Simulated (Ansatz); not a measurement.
Runs of Ansatz 0.2.0 on SiO2. It takes space group Imma (No. 74, orthorhombic). The conventional cell has a = 5.247 Å, b = 9.554 Å, c = 8.883 Å, α = 90.00°, β = 90.00°, γ = 90.00°. Si (site symmetry m) is surrounded by 4 O at 1.60 to 1.61 Å. O (site symmetry 2/m) is surrounded by 2 Si at 1.60 Å. O (site symmetry 2) is surrounded by 2 Si at 1.61 Å. O (site symmetry mm2) is surrounded by 2 Si at 1.61 Å. The cell comes from a database or a generator and needn't be the stable form of this composition.

| level | gap on the mesh (eV) | pressure (GPa) | relaxed volume (Å³/atom) |
| --- | --- | --- | --- |
| PBEsol+D4 | 5.49 | 0.0 | (b) |
| PBEsol | (a) | 0.0 | 18.73 |
| PBEsol+D3(BJ) | 5.49 | 0.0 | 17.29 |
| PBEsol+D3(BJ)-ATM | 5.49 | 0.0 | 17.70 |

Alike in all rows: task relaxation of cell and atoms; potentials or basis Ansatz PAW; no spin polarisation; cell relaxed; k mesh 6 × 6 × 6; cutoff (eV) 420; smearing fermi-dirac 0.05 eV.

Task: Estimate the missing entries.

Result: (a) 5.50; (b) 18.32.

Caveats: the plane-wave basis is chosen anew once the cell has moved, so the energies of steps on either side of that aren't comparable; the PAW data sets come from PBE, with cores solved anew for the run's functional, which leaves a small shift of forces and pressure.

A k mesh can miss the band edges.
